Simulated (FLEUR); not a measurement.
Input of a FLEUR MaX-R8.1 (later development tree) run:

inp.xml

```xml
<?xml version="1.0" encoding="UTF-8" standalone="no"?>
<fleurInput fleurInputVersion="0.39">
   <comment>
      WC                                                                                                  
   </comment>
   <calculationSetup>
      <cutoffs Kmax="4.9" Gmax="15.2" GmaxXC="15.2" numbands="0"/>
      <scfLoop itmax="80" minDistance="0.0001" maxIterBroyd="30" imix="Anderson" alpha="0.05" precondParam="0.0" spinf="2.0" sdNocoIR="T"/>
      <coreElectrons ctail="F" frcor="F" kcrel="0" coretail_lmax="0"/>
      <xcFunctional name="LibXC" relativisticCorrections="F">
         <LibXCName exchange="mgga_x_r2scan" correlation="mgga_c_r2scan"/>
         <AuxGGA exchange="117" correlation="130"/>
      </xcFunctional>
      <magnetism jspins="1"/>
      <soc l_soc="F" theta="0.0" phi="0.0" spav="F"/>
      <expertModes spex="0" secvar="F"/>
      <geometryOptimization l_f="F" forcealpha="1.0" forcemix="BFGS" epsdisp="0.00001" epsforce="0.00001"/>
      <ldaU l_linMix="F" mixParam="0.05" spinf="1.0"/>
   </calculationSetup>
   <cell>
      <bzIntegration valenceElectrons="32.0" mode="hist" fermiSmearingEnergy="0.00183747">
         <kPointListSelection listName="default-1"/>
         <!-- k-points included here -->
         <xi:include xmlns:xi="http://www.w3.org/2001/XInclude" href="kpts.xml"> </xi:include>
      </bzIntegration>
      <!-- symmetry operations included here -->
      <xi:include xmlns:xi="http://www.w3.org/2001/XInclude" href="sym.xml"> </xi:include>
      <bulkLattice scale="1.0">
         <bravaisMatrix>
            <row-1>    0.0000000000000000     4.1435722377924256     4.1435722377924256</row-1>
            <row-2>    4.1435722377924256     0.0000000000000000     4.1435722377924256</row-2>
            <row-3>    4.1435722377924256     4.1435722377924256     0.0000000000000000</row-3>
         </bravaisMatrix>
      </bulkLattice>
   </cell>
   <atomSpecies>
      <species name="Tungsten (W)" element="W" atomicNumber="74">
         <mtSphere radius="2.37" gridPoints="783" logIncrement="0.017"/>
         <atomicCutoffs lmax="9" lnonsphr="9"/>
         <electronConfig flipSpins="F">
            <coreConfig>(1s1/2) (2s1/2) (2p1/2) (2p3/2) (3s1/2) (3p1/2) (3p3/2) (4s1/2) (3d3/2) (3d5/2) (4p1/2) (4p3/2) (4d3/2) (4d5/2)</coreConfig>
            <valenceConfig>(5s1/2) (5p1/2) (5p3/2) (6s1/2) (4f5/2) (4f7/2) (5d3/2) (5d5/2)</valenceConfig>
            <stateOccupation state="(5d3/2)" spinUp="0.800000" spinDown="0.800000"/>
            <stateOccupation state="(5d5/2)" spinUp="1.200000" spinDown="1.200000"/>
         </electronConfig>
         <energyParameters s="6" p="6" d="5" f="4"/>
         <lo type="SCLO" l="0" n="5" eDeriv="0"/>
         <lo type="SCLO" l="1" n="5" eDeriv="0"/>
         <lo type="SCLO" l="2" n="5" eDeriv="2"/>
         <lo type="SCLO" l="3" n="4" eDeriv="2"/>
      </species>
      <species name="Carbon (C)" element="C" atomicNumber="6">
         <mtSphere radius="1.47" gridPoints="487" logIncrement="0.021"/>
         <atomicCutoffs lmax="8" lnonsphr="8"/>
         <electronConfig flipSpins="F">
            <coreConfig>(1s1/2)</coreConfig>
            <valenceConfig>(2s1/2) (2p1/2) (2p3/2)</valenceConfig>
            <stateOccupation state="(2p1/2)" spinUp="0.333333" spinDown="0.333333"/>
            <stateOccupation state="(2p3/2)" spinUp="0.666667" spinDown="0.666667"/>
         </electronConfig>
         <energyParameters s="2" p="2" d="3" f="4"/>
         <lo type="SCLO" l="0" n="2" eDeriv="2"/>
         <lo type="SCLO" l="1" n="2" eDeriv="2"/>
         <lo type="SCLO" l="2" n="3" eDeriv="2"/>
      </species>
   </atomSpecies>
   <atomGroups>
      <atomGroup species="Tungsten (W)">
         <relPos label="                   1">.0000000000 .0000000000 .0000000000</relPos>
         <force calculate="T" relaxXYZ="TTT"/>
      </atomGroup>
      <atomGroup species="Carbon (C)">
         <relPos label="                   2">1.000/2.000 1.000/2.000 1.000/2.000</relPos>
         <force calculate="T" relaxXYZ="TTT"/>
      </atomGroup>
   </atomGroups>
   <output dos="F" band="F" slice="F">
      <checks vchk="F" cdinf="F"/>
      <bandDOS minEnergy="-.5*Htr" maxEnergy="0.5*Htr" sigma="0.015" storeEVData="T"/>
      <vacuumDOS vacdos="F" integ="F" star="F" nstars="0" locx1="0.0" locy1="0.0" locx2="0.0" locy2="0.0" nstm="0" tworkf="0.0"/>
      <unfoldingBand unfoldBand="F" supercellX="1" supercellY="1" supercellZ="1"/>
      <plotting iplot="0" polar="F">
         <plot TwoD="T" vec1="  1.0  0.0  0.0" vec2="  0.0  1.0  0.0" vec3="  0.0  0.0  1.0" zero="  0.0  0.0  0.0" file="plot"/>
      </plotting>
      <chargeDensitySlicing numkpt="0" minEigenval="0.0" maxEigenval="0.0" nnne="0" pallst="F"/>
      <specialOutput eonly="F"/>
      <moessbauerParams electricFieldGradient="T" isomerShift="T" coreHyperfine="T" valenceHyperfine="T"/>
      <magneticCircularDichroism mcd="F" energyLo="-10.0" energyUp="0.0"/>
   </output>
  <!-- We include the file relax.xml here to enable relaxations (see documentation) -->
  <xi:include xmlns:xi="http://www.w3.org/2001/XInclude" href="relax.xml"> <xi:fallback/> </xi:include>
</fleurInput>
```

Contents of crystal.txt:

```
WC
&input cartesian=F /
0.0000000000  2.1926840000  2.1926840000
2.1926840000  0.0000000000  2.1926840000
2.1926840000  2.1926840000  0.0000000000
1.8897261246
1.0 1.0 1.0

2
74 0.0000000000  0.0000000000  0.0000000000
6 0.5000000000  0.5000000000  0.5000000000

&kpt div1=10 div2=10 div3=10 gamma=T /
```

The input inp.xml (bands):

```
<?xml version="1.0" encoding="UTF-8" standalone="no"?>
<fleurInput fleurInputVersion="0.39">
   <comment>
      WC                                                                                                  
   </comment>
   <calculationSetup>
      <cutoffs Kmax="4.9" Gmax="15.2" GmaxXC="15.2" numbands="0"/>
      <scfLoop itmax="80" minDistance="0.0001" maxIterBroyd="30" imix="Anderson" alpha="0.05" precondParam="0.0" spinf="2.0" sdNocoIR="T"/>
      <coreElectrons ctail="F" frcor="F" kcrel="0" coretail_lmax="0"/>
      <xcFunctional name="LibXC" relativisticCorrections="F">
         <LibXCName exchange="mgga_x_r2scan" correlation="mgga_c_r2scan"/>
         <AuxGGA exchange="117" correlation="130"/>
      </xcFunctional>
      <magnetism jspins="1"/>
      <soc l_soc="F" theta="0.0" phi="0.0" spav="F"/>
      <expertModes spex="0" secvar="F"/>
      <geometryOptimization l_f="F" forcealpha="1.0" forcemix="BFGS" epsdisp="0.00001" epsforce="0.00001"/>
      <ldaU l_linMix="F" mixParam="0.05" spinf="1.0"/>
   </calculationSetup>
   <cell>
      <bzIntegration valenceElectrons="32.0" mode="hist" fermiSmearingEnergy="0.00183747">
         <kPointListSelection listName="path-1"/>
         <!-- k-points included here -->
         <xi:include xmlns:xi="http://www.w3.org/2001/XInclude" href="kpts.xml"> </xi:include>
      </bzIntegration>
      <!-- symmetry operations included here -->
      <xi:include xmlns:xi="http://www.w3.org/2001/XInclude" href="sym.xml"> </xi:include>
      <bulkLattice scale="1.0">
         <bravaisMatrix>
            <row-1>    0.0000000000000000     4.1435722377924256     4.1435722377924256</row-1>
            <row-2>    4.1435722377924256     0.0000000000000000     4.1435722377924256</row-2>
            <row-3>    4.1435722377924256     4.1435722377924256     0.0000000000000000</row-3>
         </bravaisMatrix>
      </bulkLattice>
   </cell>
   <atomSpecies>
      <species name="Tungsten (W)" element="W" atomicNumber="74">
         <mtSphere radius="2.37" gridPoints="783" logIncrement="0.017"/>
         <atomicCutoffs lmax="9" lnonsphr="9"/>
         <electronConfig flipSpins="F">
            <coreConfig>(1s1/2) (2s1/2) (2p1/2) (2p3/2) (3s1/2) (3p1/2) (3p3/2) (4s1/2) (3d3/2) (3d5/2) (4p1/2) (4p3/2) (4d3/2) (4d5/2)</coreConfig>
            <valenceConfig>(5s1/2) (5p1/2) (5p3/2) (6s1/2) (4f5/2) (4f7/2) (5d3/2) (5d5/2)</valenceConfig>
            <stateOccupation state="(5d3/2)" spinUp="0.800000" spinDown="0.800000"/>
            <stateOccupation state="(5d5/2)" spinUp="1.200000" spinDown="1.200000"/>
         </electronConfig>
         <energyParameters s="6" p="6" d="5" f="4"/>
         <lo type="SCLO" l="0" n="5" eDeriv="0"/>
         <lo type="SCLO" l="1" n="5" eDeriv="0"/>
         <lo type="SCLO" l="2" n="5" eDeriv="2"/>
         <lo type="SCLO" l="3" n="4" eDeriv="2"/>
      </species>
      <species name="Carbon (C)" element="C" atomicNumber="6">
         <mtSphere radius="1.47" gridPoints="487" logIncrement="0.021"/>
         <atomicCutoffs lmax="8" lnonsphr="8"/>
         <electronConfig flipSpins="F">
            <coreConfig>(1s1/2)</coreConfig>
            <valenceConfig>(2s1/2) (2p1/2) (2p3/2)</valenceConfig>
            <stateOccupation state="(2p1/2)" spinUp="0.333333" spinDown="0.333333"/>
            <stateOccupation state="(2p3/2)" spinUp="0.666667" spinDown="0.666667"/>
         </electronConfig>
         <energyParameters s="2" p="2" d="3" f="4"/>
         <lo type="SCLO" l="0" n="2" eDeriv="2"/>
         <lo type="SCLO" l="1" n="2" eDeriv="2"/>
         <lo type="SCLO" l="2" n="3" eDeriv="2"/>
      </species>
   </atomSpecies>
   <atomGroups>
      <atomGroup species="Tungsten (W)">
         <relPos label="                   1">.0000000000 .0000000000 .0000000000</relPos>
         <force calculate="T" relaxXYZ="TTT"/>
      </atomGroup>
      <atomGroup species="Carbon (C)">
         <relPos label="                   2">1.000/2.000 1.000/2.000 1.000/2.000</relPos>
         <force calculate="T" relaxXYZ="TTT"/>
      </atomGroup>
   </atomGroups>
   <output dos="F" band="T" slice="F">
      <checks vchk="F" cdinf="F"/>
      <bandDOS minEnergy="-.5*Htr" maxEnergy="0.5*Htr" sigma="0.015" storeEVData="T"/>
      <vacuumDOS vacdos="F" integ="F" star="F" nstars="0" locx1="0.0" locy1="0.0" locx2="0.0" locy2="0.0" nstm="0" tworkf="0.0"/>
      <unfoldingBand unfoldBand="F" supercellX="1" supercellY="1" supercellZ="1"/>
      <plotting iplot="0" polar="F">
         <plot TwoD="T" vec1="  1.0  0.0  0.0" vec2="  0.0  1.0  0.0" vec3="  0.0  0.0  1.0" zero="  0.0  0.0  0.0" file="plot"/>
      </plotting>
      <chargeDensitySlicing numkpt="0" minEigenval="0.0" maxEigenval="0.0" nnne="0" pallst="F"/>
      <specialOutput eonly="F"/>
      <moessbauerParams electricFieldGradient="T" isomerShift="T" coreHyperfine="T" valenceHyperfine="T"/>
      <magneticCircularDichroism mcd="F" energyLo="-10.0" energyUp="0.0"/>
   </output>
  <!-- We include the file relax.xml here to enable relaxations (see documentation) -->
  <xi:include xmlns:xi="http://www.w3.org/2001/XInclude" href="relax.xml"> <xi:fallback/> </xi:include>
</fleurInput>
```

Potentials or basis: all-electron, FLAPW.

Launch:

```bash
$ inpgen -f crystal.txt -profile fastHighL
$ # inp.xml edited to the form shown
$ fleur_MPI
$ fleur_MPI   # second run, on inp.xml (bands)
```

Q: What does it give for the band gap along the path?

A: None (metal or under the smearing width).

Levels at the corners of the path, in eV from the Fermi level:
```
point  band 12  band 13  band 14  band 15  band 16  band 17  band 18  band 19  band 20  band 21
    Γ   -16.77    -2.90    -2.90    -2.90    -1.21    -1.21    -1.21    -1.06    -1.06     6.92
    X   -14.54    -5.95    -5.94    -2.75    -2.75     0.82     2.28     2.28     5.69     7.62
    W   -13.61    -6.69    -6.37    -6.37     0.46     0.46     2.29     3.63     4.96    12.55
    K   -13.73    -7.30    -6.26    -5.20    -1.78     1.42     2.56     4.97     5.00    10.33
    Γ   -16.77    -2.90    -2.90    -2.90    -1.21    -1.21    -1.21    -1.06    -1.06     6.92
    L   -12.11   -10.24    -6.98    -6.98     1.03     1.03     2.43     5.30     9.12     9.12
    U   -13.73    -7.30    -6.26    -5.20    -1.78     1.42     2.56     4.97     5.00    10.33
    W   -13.61    -6.69    -6.37    -6.37     0.46     0.46     2.29     3.63     4.96    12.55
    L   -12.11   -10.24    -6.98    -6.98     1.03     1.03     2.43     5.30     9.12     9.12
    K   -13.73    -7.30    -6.26    -5.20    -1.78     1.42     2.56     4.97     5.00    10.33
    U   -13.73    -7.30    -6.26    -5.20    -1.78     1.42     2.56     4.97     5.00    10.33
    X   -14.54    -5.95    -5.94    -2.75    -2.75     0.82     2.28     2.28     5.69     7.62
```

Caveat: the meta-GGA is that of a development version, with a GGA for the radial functions and cores and without core tails; spin-orbit coupling is left out, which moves the levels of the heavy elements.
